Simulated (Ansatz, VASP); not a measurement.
Two plane-wave programs on BeSe

```
CELL_PARAMETERS angstrom
0.00000 2.53500 2.53500
2.53500 0.00000 2.53500
2.53500 2.53500 0.00000
ATOMIC_POSITIONS crystal
Be 0.00000 0.00000 0.00000
Se 0.75000 0.75000 0.75000
```

Alike in both runs: task single point; functional PBE; k mesh 8 × 8 × 8; occupations gaussian, width 0.05 eV; no spin polarisation.

|  | VASP | Ansatz |
| --- | --- | --- |
| version | VASP 6.6.1 | Ansatz 0.2.0 |
| potentials or method | VASP PAW PBE potentials, release 64 (Be, Se) | scalar-relativistic, plane waves, PAW |
| plane-wave cutoff (eV) | 520 | 420 |
| valence electrons in the cell | 8 | 18 |

```csv
,VASP,Ansatz,Ansatz less VASP
gap on the k mesh at the Fermi level (eV),2.52,2.54,+0.013
least direct gap on the mesh (eV),4.69,4.69,+0.001
pressure (GPa),5.6,5.4,-0.22
```

With one functional, cell and mesh, what is left measures potentials, basis and numerics. The two sets of potentials don't hold the same shells in valence.

A k mesh can miss the band edges. Expect the measured gap to be larger: semilocal functionals such as PBE lack the derivative discontinuity.
